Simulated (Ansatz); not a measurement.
What a change of settings does to a run on Mo

The cell was built from the fcc type and relaxed in the same program; it needn't be a known or the stable phase. The listed cell was then made from it by scaling, straining or moving an atom.

First run: DFT, PBE, all-electron LAPW, scalar-relativistic (Ansatz 0.2.0).

Command: `ansatz run input.yaml --threads 1 --pin off --max-ram 2048MiB --backend cpu --events-out ev --progress --plain --runs-dir out` The run took 12 s on 1 thread of Arm Neoverse V2, on a shared host, peak memory 0.38 GiB.

```yaml
crystal:
  lattice:
    - [0.0, 1.9876180338, 1.9876180338]
    - [1.9876180338, 0.0, 1.9876180338]
    - [1.9876180338, 1.9876180338, 0.0]
  atoms:
    - { symbol: Mo, position: [0.0, 0.0, 0.0] }
kpoints:
  mp_grid: { grid: [18, 18, 18] }
scf:
  occupations: { method: fermi_dirac, width: 0.05 }
hamiltonian:
  xc: pbe
  pseudopotentials: { kind: all_electron, lapw: { basis_error: 0.0005 } }
output:
  forces: true
  stress: true
  eigenvalues: true
```

Result: converged; pressure 5.11 GPa; no gap on the k mesh; 6 SCF iterations.

The input is then changed:

```diff
@@ -17,3 +17,5 @@
   stress: true
   eigenvalues: true
+magnetization:
+  spin_polarized: true
```

Problem. What does the second run give?

Solution. It converged; pressure 5.11 GPa; moment 0.00 μB; 9 SCF iterations.
